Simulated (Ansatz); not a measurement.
# Ni: competing magnetic orders, part 2 of 2

Aim: compare arrangements of the moments in a cell of Ni: parallel, none, and patterns of up and down. Methods of the runs shown: PAW and LAPW. Its runs: parallel moments (PAW and LAPW); no spin polarisation (PAW); moments start +- (PAW and LAPW).

Ansatz 0.2.0; DFT LDA; a Materials Project cell.

## 5. Moments start +-, PAW

This is Ni in the bcc structure; at room conditions it is fcc.

The input, input.yaml:

```yaml
crystal:
  lattice:
    - [0.0, 2.76743094, 0.0]
    - [0.0, 0.0, 2.76743094]
    - [2.76743094, 0.0, 0.0]
  atoms:
    - { symbol: Ni, position: [0.0, 0.0, 0.0], spin: 1.5 }
    - { symbol: Ni, position: [0.5, 0.5, 0.5], spin: -1.5 }
magnetization:
  spin_polarized: true
kpoints:
  mp_grid: { grid: [11, 11, 11] }
scf:
  occupations: { method: fermi_dirac, width: 0.05 }
  lower_state_search: "off"
hamiltonian:
  xc: lda
  pseudopotentials: { kind: paw }
output:
  forces: true
  stress: true
  eigenvalues: true
  populations: true
  write_density: true
  write_potential: true
  elf: true
  volumetric_format: npy
```

Run with:

```bash
> ansatz run input.yaml --threads 1 --pin off --max-ram 3072MiB --backend cpu --events-out ev --progress --plain --runs-dir out
```

What it wrote:

```text
Engine: ansatz 0.2.0
Pseudopotentials: kind: paw
Pseudopotential: Ni, paw, valence charge 18, recommended cutoff 420 eV (normal)
Functional definition: SPW92
  exchange = slater_x
  correlation = pw_c
Crystal: 2 atoms, lattice volume = 21.195 Å³
Basis set: ecut = 420 eV, 437 PW (Γ)
Bands: 24, of which v1, the nominal top of the filled ones, is band 18 counted from 1 (17 counted from 0)
Symmetry: 48 space group operations
Space group: Pm-3m (ITA 221), of the structure as read, at distance tolerance 2.8e-5 Å
Magnetic group: BNS 221.97 (UNI 1599), of the structure as read, at distance tolerance 2.8e-5 Å
k-points: 56 of 1331
Non-local potential: Ni, projectors of the file, l = 0: 3, l = 1: 2, l = 2: 3, l = 3: 1
PAW form: soft (Blöchl's): semilocal exchange-correlation on the pseudo side does not see the compensation charge
PAW frozen core: Ni, regenerated for the run's functional, and the local potential with it (the file was generated under x = pbe(κ = 0.804, μ = 0.2195149727645171), c = pbe(β = 0.06672455060314922))
PAW one-centre angular grid: Ni, 590 points (default); XC on 64 Gauss nodes
Initial density: superposition of atomic densities (chi_scale 0.1, normalization cell)
Starting moments: Σ|m| = 3 μB on 2 of 2 sites
Starting magnetic order: antiferromagnet; a translation exchanges its spin sublattices: spin-degenerate at every k-point
Initial wavefunctions: pseudopotential atomic-orbital guess
Functional: x = slater, c = lda
iter 1 solved again at ethr=2.51e-5 eV; its pass at ethr=3.10e-3 eV (dr2=9.03e-3 eV) is discarded
SCF iter   1: F=—  HF=-11546.019415 eV  |F-HF|=—  |Δ(HF+E_count)|=         —  Δρ=1.05e-1 (↑1.05e-1 ↓1.05e-1)  dr2=9.10e-3  dr2_m=2.12e0  M=0.000 μB ∫|m|=1.319 μB  β_m=0.30  ethr=2.51e-5  ⟨swp⟩=1.8  Hψ=7011  notcnv=0
preconditioner: auto → none  [metal: Δε(μ)=0.024 eV  Ē_g=11.652 eV  σ=0.050 eV  W_gap=0.12  n_scr=6 (ndim 8)  ℏωp=36.1 eV  f_vac=0.000  D(μ)=6.03/eV (n_scr^D=122)  sad-step TF]
SCF iter   2: F=—  HF=-11546.156276 eV  |F-HF|=—  |Δ(HF+E_count)|=   1.37e-1  Δρ=8.90e-2 (↑8.90e-2 ↓8.90e-2)  dr2=1.83e-2  dr2_m=1.52e0  M=0.000 μB ∫|m|=1.134 μB  β_m=0.30  ethr=2.51e-5  ⟨swp⟩=2.0  Hψ=2637  notcnv=0
SCF iter   3: F=—  HF=-11546.253823 eV  |F-HF|=—  |Δ(HF+E_count)|=   9.75e-2  Δρ=7.56e-2 (↑7.56e-2 ↓7.56e-2)  dr2=9.28e-3  dr2_m=1.10e0  M=0.000 μB ∫|m|=0.974 μB  β_m=0.30  ethr=2.51e-5  ⟨swp⟩=2.1  Hψ=2232  notcnv=0  defer=2
SCF iter   4: F=—  HF=-11546.325464 eV  |F-HF|=—  |Δ(HF+E_count)|=   7.16e-2  Δρ=6.45e-2 (↑6.45e-2 ↓6.45e-2)  dr2=5.64e-4  dr2_m=8.09e-1  M=0.000 μB ∫|m|=0.832 μB  β_m=0.30  ethr=2.51e-5  ⟨swp⟩=2.1  Hψ=2662  notcnv=0  defer=37
SCF iter   5: F=—  HF=-11546.374504 eV  |F-HF|=—  |Δ(HF+E_count)|=   4.90e-2  Δρ=5.68e-2 (↑5.68e-2 ↓5.68e-2)  dr2=2.53e-3  dr2_m=6.25e-1  M=0.000 μB ∫|m|=0.691 μB  β_m=0.30  ethr=1.57e-6  ⟨swp⟩=2.1  Hψ=2674  notcnv=0  defer=49
SCF iter   6: F=—  HF=-11546.411712 eV  |F-HF|=—  |Δ(HF+E_count)|=   3.72e-2  Δρ=4.92e-2 (↑4.92e-2 ↓4.92e-2)  dr2=1.82e-3  dr2_m=4.69e-1  M=0.000 μB ∫|m|=0.577 μB  β_m=0.30  ethr=1.57e-6  ⟨swp⟩=2.0  Hψ=2510  notcnv=0  defer=51
SCF iter   7: F=—  HF=-11546.439104 eV  |F-HF|=—  |Δ(HF+E_count)|=   2.74e-2  Δρ=4.21e-2 (↑4.21e-2 ↓4.21e-2)  dr2=3.22e-5  dr2_m=3.44e-1  M=0.000 μB ∫|m|=0.485 μB  β_m=0.30  ethr=1.57e-6  ⟨swp⟩=2.0  Hψ=2493  notcnv=0  defer=51
SCF iter   8: F=—  HF=-11546.459087 eV  |F-HF|=—  |Δ(HF+E_count)|=   2.00e-2  Δρ=3.60e-2 (↑3.60e-2 ↓3.60e-2)  dr2=6.88e-6  dr2_m=2.52e-1  M=0.000 μB ∫|m|=0.407 μB  β_m=0.30  ethr=8.94e-8  ⟨swp⟩=2.8  Hψ=2657  notcnv=0  defer=51
SCF iter   9: F=—  HF=-11546.473566 eV  |F-HF|=—  |Δ(HF+E_count)|=   1.45e-2  Δρ=3.06e-2 (↑3.06e-2 ↓3.06e-2)  dr2=2.78e-6  dr2_m=1.82e-1  M=0.000 μB ∫|m|=0.343 μB  β_m=0.30  ethr=1.91e-8  ⟨swp⟩=3.1  Hψ=2943  notcnv=0  defer=51
SCF iter  10: F=—  HF=-11546.483965 eV  |F-HF|=—  |Δ(HF+E_count)|=   1.04e-2  Δρ=2.59e-2 (↑2.59e-2 ↓2.59e-2)  dr2=3.02e-5  dr2_m=1.31e-1  M=0.000 μB ∫|m|=0.289 μB  β_m=0.30  ethr=7.73e-9  ⟨swp⟩=3.1  Hψ=3007  notcnv=0  defer=51
Mixer restart at iter 10: flushing history
spin-set hold released at iteration 10 (site moments contracting): the magnetisation degrees of freedom join the quasi-Newton model from the next iteration; the mixer history was flushed
SCF iter  11: F=—  HF=-11546.491399 eV  |F-HF|=—  |Δ(HF+E_count)|=   7.43e-3  Δρ=2.20e-2 (↑2.20e-2 ↓2.20e-2)  dr2=3.26e-6  dr2_m=9.38e-2  M=0.000 μB ∫|m|=0.243 μB  β_m=0.39  ethr=7.73e-9  ⟨swp⟩=3.1  Hψ=2897  notcnv=0  defer=51
SCF iter  12: F=—  HF=-11546.507622 eV  |F-HF|=—  |Δ(HF+E_count)|=   1.62e-2  Δρ=8.88e-3 (↑8.88e-3 ↓8.88e-3)  dr2=2.64e-3  dr2_m=1.42e-2  M=0.000 μB ∫|m|=0.095 μB  β_m=0.42  ethr=7.73e-9  ⟨swp⟩=4.1  Hψ=4030  notcnv=0  defer=51
SCF iter  13: F=—  HF=-11546.509852 eV  |F-HF|=—  |Δ(HF+E_count)|=   2.23e-3  Δρ=4.79e-4 (↑4.79e-4 ↓4.79e-4)  dr2=5.33e-5  dr2_m=2.21e-5  M=0.000 μB ∫|m|=0.003 μB  β_m=0.44  ethr=7.73e-9  ⟨swp⟩=3.5  Hψ=3904  notcnv=0  defer=51
SCF iter  14: F=—  HF=-11546.509860 eV  |F-HF|=—  |Δ(HF+E_count)|=   7.38e-6  Δρ=1.79e-4 (↑1.79e-4 ↓1.79e-4)  dr2=1.97e-6  dr2_m=5.39e-6  M=0.000 μB ∫|m|=0.001 μB  β_m=0.72  ethr=7.73e-9  ⟨swp⟩=2.0  Hψ=2379  notcnv=0  defer=51
iter 15 did not close the SCF: its close was put off for a magnetic moment that had not settled (scf_convergence_deferred on its scf_iter line)
SCF iter  15: F=-11546.509866 eV  HF=-11546.509866 eV  |F-HF|=1.02e-8  |Δ(HF+E_count)|=   6.48e-6  Δρ=8.79e-6 (↑8.79e-6 ↓8.79e-6)  dr2=1.51e-9  dr2_m=1.43e-8  M=0.000 μB ∫|m|=0.000 μB  β_m=0.85  ethr=2.78e-10  ⟨swp⟩=10.6  Hψ=9478  notcnv=0
iter 16 did not close the SCF: its close was put off for a magnetic moment that had not settled (scf_convergence_deferred on its scf_iter line)
SCF iter  16: F=-11546.509866 eV  HF=-11546.509866 eV  |F-HF|=2.96e-10  |Δ(HF+E_count)|=   1.16e-8  Δρ=1.51e-6 (↑1.51e-6 ↓1.51e-6)  dr2=8.55e-11  dr2_m=4.10e-10  M=0.000 μB ∫|m|=0.000 μB  β_m=0.92  ethr=4.19e-12  ⟨swp⟩=4.8  Hψ=6834  notcnv=0
SCF iter  17: F=-11546.509866 eV  HF=-11546.509866 eV  |F-HF|=2.09e-10  |Δ(HF+E_count)|=  4.33e-10  Δρ=6.63e-7 (↑6.63e-7 ↓6.63e-7)  dr2=1.94e-10  dr2_m=5.43e-13  M=0.000 μB ∫|m|=0.000 μB  ethr=1.00e-12  ⟨swp⟩=4.4  Hψ=6213  notcnv=0
WARN: the starting moments were not kept: the SCF closed with an absolute magnetisation of 2.3e-7 μB, where they sum to 3 μB in size (2 sites). That is at most 0.1 of that sum. Measured as dr2_m measures the in/out step, that magnetisation stands 2.1e-14 eV from none, at or under the dr2_threshold of 1.0e-7 eV: it is no larger than a step whose dr2_m would equal this threshold. The system may hold no moment; this SCF shows only that its start led to no more than that. To try another start: raise the starting moments (crystal.atoms[].spin, magnetization.per_species, magnetization.initial_magnetization, or on a non-collinear deck that types none of these the spinor_matrix: blocks that start its atoms; where the total moment is fixed, keep their sum and leave initial_magnetization as it is; typed ones take the place of any that the run laid by itself, positive ones on a crystal's lanthanoids without a Hubbard term where scf.initial_density.shell_occupations: [] is typed) or, if the notice of its spin-set hold's release reads "site moments contracting" or "site moments show no strong build", lengthen the hold (scf.mixing.spin_hold: { on: { confirm: 4 } }; for m-r²SCAN on two components see the key's manual first). Each may lead to a state that holds a moment. A second SCF, from the converged charge density, with the starting moments and any scf.initial_density.shell_occupations laid on it anew, would have followed, and was not run: the deck does not ask for one (magnetization.retry_lost_moments is false, the default). To let it run, set magnetization.retry_lost_moments: true and run the deck again, where that key's refused combinations let it; where memory then withholds it, that run's warning says so.
SCF 1 converged in 17 iterations: F = -11546.509866 eV  dr2 = 1.94e-10
SCF converged after 17 iterations
Magnetization: 0.0000 μB (18.0000 up, 18.0000 down)
Absolute magnetization: 0.0000 μB (∫|ρ↑−ρ↓|, with the PAW one-centre terms)
Spin contamination: 0.0000 ħ² per cell (⟨S²⟩ above its minimum at these occupations)
Per-site moments (μB) at R_I (Å): [(5.8586023897072266e-9, 0.9886245176193575), (-5.8586023897072266e-9, 0.9886245176193575)]
Free energy (F): -11546.509866 eV
Harris-Foulkes:  -11546.509866 eV  (|F-HF|=2.09e-10)
Internal energy: -11546.476971 eV  (E = F + TS)
E sigma→0 (E₀):  -11546.493419 eV
Entropy (-TS):   -0.032895 eV (-16.448 meV/atom)
Fermi energy:    18.118047 eV
--- Per-component energies (eV) ---
  E_band       = -554.600757
  E_kinetic    = 567.324099
  E_local      = -6793.967321  (includes V_loc(G=0)·N_el)
  E_nonlocal   = 1277.885562
  E_hartree    = 2832.536961
  E_xc         = -169.503845
  E_vxc        = -219.432058  (∫ρ·V_xc dr)
  E_paw        = -3126.404727  (= ΣΔE_a)
  E_vpaw       = -1051.487600  (= ΣTr[D̂ρ^β])
  E_aug_tail   = 0.001136  (compensation charges beyond the density's cutoff)
  E_ewald      = -6135.217077
  E_core_change = 0.868241  (= ΣΔE_core)
  E_smearing   = -0.032895  (= −TS)
  E_closure    = -0.000000  (closes the sum)
  Σ components = -11546.509866   (vs F -11546.509866, Δ=0.00e0)
--- Forces (eV/Å), atoms counted from 1 ---
  atom   1  Ni    -0.00000000    -0.00000000     0.00000000
  atom   2  Ni     0.00000000    -0.00000000     0.00000000
  max |Σ_I F_I| component: 3.17e-29 eV/Å
--- Stress (GPa, compression-positive) ---
      -12.046729       0.000000       0.000000
        0.000000     -12.046729       0.000000
        0.000000       0.000000     -12.046729
  P = ⅓ Tr σ = -12.0467 GPa (-120.467 kbar)
--- Band table (eV; the first three rows and the last of 112) ---
  k-point 0 ↑: bands = ["-84.0679", "-83.9909", "-44.9335", "-44.9335", "-44.9335", "-44.7435", "-44.7435", "-44.7435", "9.0408", "14.0057", "14.0057", "16.1197", "16.1197", "16.1197", "17.5606", "17.5606", "18.3003", "18.3003", "18.3003", "28.0404", "28.0404", "28.0404", "34.2021", "34.2021"]
  k-point 1 ↑: bands = ["-84.0661", "-83.9922", "-44.9325", "-44.9294", "-44.9294", "-44.7503", "-44.7472", "-44.7472", "9.2157", "14.0631", "14.0771", "16.1180", "16.1180", "16.1628", "17.4910", "17.5878", "18.1700", "18.1700", "18.2552", "26.8180", "28.3596", "28.3596", "34.2622", "35.0488"]
  k-point 2 ↑: bands = ["-84.0610", "-83.9962", "-44.9292", "-44.9176", "-44.9176", "-44.7695", "-44.7579", "-44.7579", "9.7309", "14.2049", "14.2862", "16.1208", "16.1208", "16.2887", "17.2863", "17.6645", "17.8347", "17.8347", "18.1237", "24.5049", "29.2596", "29.2596", "34.4485", "35.9598"]
  k-point 55 ↓: bands = ["-84.0217", "-84.0215", "-44.9042", "-44.8867", "-44.8867", "-44.8501", "-44.8501", "-44.8326", "14.9505", "15.0774", "15.0774", "15.2450", "15.2450", "15.2619", "17.7517", "17.7517", "17.7520", "17.7520", "24.5293", "25.8107", "25.8107", "27.3663", "27.6975", "27.6975"]
--- Löwdin populations: 2 sites ---
  site symbol       q [e]    m [muB]
     0     Ni     17.7807     0.0000
     1     Ni     17.7807    -0.0000
  spilling = 0.012183 (of n_electrons = 36.000000)
```

Wall time 4.9 s (1 thread of AMD EPYC 7R43 (Zen 3), shared host); peak memory 0.35 GiB.

In short: total moment 0.00 μB; site moments Ni1 0.00, Ni2 0.00 μB; pressure -12.05 GPa; no gap.

Density in a lattice plane of the grid's cell (edges 2.77 and 2.77 Å, at 0.000 of the third edge), which holds Ni.

Values in e/Å³, 12 rows by 12 columns:
```
37.81 24.09  8.07  2.00  0.56  0.28  0.25  0.28  0.56  2.00  8.07 24.09
11.93  8.07  3.19  1.02  0.42  0.27  0.24  0.27  0.42  1.02  3.19  8.07
 2.67  2.00  1.02  0.50  0.32  0.25  0.23  0.25  0.32  0.50  1.02  2.00
 0.66  0.56  0.42  0.32  0.27  0.25  0.24  0.25  0.27  0.32  0.42  0.56
 0.29  0.28  0.27  0.25  0.25  0.25  0.25  0.25  0.25  0.25  0.27  0.28
 0.26  0.25  0.24  0.23  0.24  0.25  0.26  0.25  0.24  0.23  0.24  0.25
 0.29  0.28  0.27  0.25  0.25  0.25  0.25  0.25  0.25  0.25  0.27  0.28
 0.66  0.56  0.42  0.32  0.27  0.25  0.24  0.25  0.27  0.32  0.42  0.56
 2.67  2.00  1.02  0.50  0.32  0.25  0.23  0.25  0.32  0.50  1.02  2.00
11.93  8.07  3.19  1.02  0.42  0.27  0.24  0.27  0.42  1.02  3.19  8.07
37.81 24.09  8.07  2.00  0.56  0.28  0.25  0.28  0.56  2.00  8.07 24.09
60.47 37.81 11.93  2.67  0.66  0.29  0.26  0.29  0.66  2.67 11.93 37.81
```
Columns run along the first of these edges and rows up along the second, over one cell in 12 and 12 even steps from the bottom left corner. Atoms in the plane (fractional): Ni at (0.00, 0.00).

ELF in the same plane.

Values, 12 rows by 12 columns:
```
0.61 0.51 0.36 0.25 0.19 0.21 0.26 0.21 0.19 0.25 0.36 0.51
0.41 0.36 0.27 0.20 0.19 0.24 0.28 0.24 0.19 0.20 0.27 0.36
0.28 0.25 0.20 0.18 0.21 0.26 0.29 0.26 0.21 0.18 0.20 0.25
0.19 0.19 0.19 0.21 0.25 0.28 0.28 0.28 0.25 0.21 0.19 0.19
0.20 0.21 0.24 0.26 0.28 0.27 0.26 0.27 0.28 0.26 0.24 0.21
0.25 0.26 0.28 0.29 0.28 0.26 0.25 0.26 0.28 0.29 0.28 0.26
0.20 0.21 0.24 0.26 0.28 0.27 0.26 0.27 0.28 0.26 0.24 0.21
0.19 0.19 0.19 0.21 0.25 0.28 0.28 0.28 0.25 0.21 0.19 0.19
0.28 0.25 0.20 0.18 0.21 0.26 0.29 0.26 0.21 0.18 0.20 0.25
0.41 0.36 0.27 0.20 0.19 0.24 0.28 0.24 0.19 0.20 0.27 0.36
0.61 0.51 0.36 0.25 0.19 0.21 0.26 0.21 0.19 0.25 0.36 0.51
0.73 0.61 0.41 0.28 0.19 0.20 0.25 0.20 0.19 0.28 0.41 0.61
```
Columns run along the first of these edges and rows up along the second, over one cell in 12 and 12 even steps from the bottom left corner. Atoms in the plane (fractional): Ni at (0.00, 0.00).

Both are smooth fields of the valence electrons: close to the nuclei they are not physical.

## 6. Moments start +-, LAPW

input.yaml, as its differences from that of step 5:

```diff
@@ -17,3 +17,3 @@
   xc: lda
-  pseudopotentials: { kind: paw }
+  pseudopotentials: { kind: all_electron, lapw: { basis_error: 0.001 } }
 output:
@@ -23,5 +23 @@
   populations: true
-  write_density: true
-  write_potential: true
-  elf: true
-  volumetric_format: npy
```

Run with:

```bash
> ansatz run input.yaml --threads 1 --pin off --max-ram 3072MiB --backend cpu --events-out ev --progress --plain --runs-dir out
```

What it wrote (excerpt; [...] marks lines left out):

```text
Ni: projections on atomic orbitals take those of the free atom 1s2 2s2 2p6 3s2 3p6 3d8 4s2, of charge +0.00 (hamiltonian.pseudopotentials.projection_atoms)
LAPW: plane waves up to 9.434 Å⁻¹, error target 1.0e-3 eV per atom; small_component_spin mean_spin; Ni in spheres of 1.198 Å, 18 of its electrons in bands, Dirac shells []
[...]
[... 3 set-up lines as earlier in the session ...]
[...]
Crystal: 2 atoms, lattice volume = 21.195 Å³
Basis set: ecut = 339.1005168622164 eV, 305 PW (Γ), exchange–correlation at level 2
Bands: 24, of which v1, the nominal top of the filled ones, is band 18 counted from 1 (17 counted from 0)
[... 2 set-up lines as earlier in the session ...]
Magnetic group: BNS 221.97 (UNI 1599), of the structure as read, at distance tolerance 2.8e-5 Å
k-points: 56 of 1331
[...]
Starting moments: Σ|m| = 3 μB on 2 of 2 sites
[...]
WARN: the starting moments were not kept: the SCF closed with an absolute magnetisation of 3.9e-7 μB, where they sum to 3 μB in size (2 sites). That is at most 0.1 of that sum. Measured as dr2_m measures the in/out step, that magnetisation stands 1.5e-15 eV from none, at or under the [...]
SCF converged after 18 iterations
Magnetization: 0.0000 μB (18.0000 up, 18.0000 down)
Absolute magnetization: 0.0000 μB (∫|ρ↑−ρ↓|)
Spin contamination: 0.0000 ħ² per cell (⟨S²⟩ above its minimum at these occupations)
Per-site moments (μB) at R_I (Å): [(3.9674187490845725e-8, 1.198332730772969), (-3.9674187490845725e-8, 1.198332730772969)]
Free energy (F): -82632.992191 eV
[...]
E sigma→0 (E₀):  -82632.975784 eV
Entropy (-TS):   -0.032813 eV (-16.407 meV/atom)
Fermi energy:    18.250756 eV
[...]
--- Forces (eV/Å), atoms counted from 1 ---
  atom   1  Ni    -0.00000000    -0.00000000    -0.00000000
  atom   2  Ni    -0.00000000    -0.00000000    -0.00000000
[...]
--- Stress (GPa, compression-positive) ---
      -12.117313       0.000000       0.000000
        0.000000     -12.117313       0.000000
        0.000000       0.000000     -12.117313
  P = ⅓ Tr σ = -12.1173 GPa (-121.173 kbar)
--- Band table (eV; the first three rows and the last of 112) ---
[... band rows left out ...]
[...]
--- Löwdin populations: 2 sites ---
  site symbol       q [e]    m [muB]
     0     Ni     27.7811     0.0000
     1     Ni     27.7811    -0.0000
  spilling = 0.007816 (of n_electrons = 56.000000)
```

Run time: 37 s. Hardware: 1 thread of AMD EPYC 7R43 (Zen 3), shared host; peak memory 0.45 GiB.

In short: total moment 0.00 μB; site moments Ni1 0.00, Ni2 0.00 μB; pressure -12.12 GPa; no gap.

## 7. All runs together

The reference is each method's run with parallel moments; energies are per magnetic atom (2 in the cell).

| run | method | energy from the method's reference (meV/magnetic atom) | total moment (μB) | largest site moment (μB) | final signs, all atoms | cycles | time |
| --- | --- | --- | --- | --- | --- | --- | --- |
| parallel moments | LAPW | 0.0 | 1.03 | 0.53 | ++ | 17 | 44 s |
| moments start +- | LAPW | 5.0 | 0.00 | 0.00 | 00 | 18 | 37 s |
| parallel moments | PAW | 0.0 | 1.03 | 0.53 | ++ | 14 | 9.7 s |
| no spin polarisation | PAW | 5.1 | – | – | – | 6 | 2.2 s |
| moments start +- | PAW | 5.1 | 0.00 | 0.00 | 00 | 17 | 4.9 s |

Final signs are given up to a flip of all moments, with 0 for moments under 0.1 μB.

## 8. What came out

The summary covers parts 1 to 2.

```
     quantity                                                         value
lowest (LAPW)  parallel moments, 0.0 meV a magnetic atom from the reference
 lowest (PAW)  parallel moments, 0.0 meV a magnetic atom from the reference
```

In words: By LAPW the lowest run is «parallel moments», 5.0 meV a magnetic atom under «moments start +-». By PAW the lowest run is «parallel moments», 5.1 meV a magnetic atom under «no spin polarisation». In «moments start +-» the moments died away, leaving the non-magnetic state, a higher solution that the SCF fell into. A run can end in another pattern than it began with. Only this cell's orders were tried, so longer waves of spin are out of reach. The magnetic state is the one reached from the start moments in this cell; it needn't be the ground state. The cell isn't relaxed for this functional (it is under tension of several GPa), which inflates moments. The k mesh (11×11×11) wasn't tested for convergence.
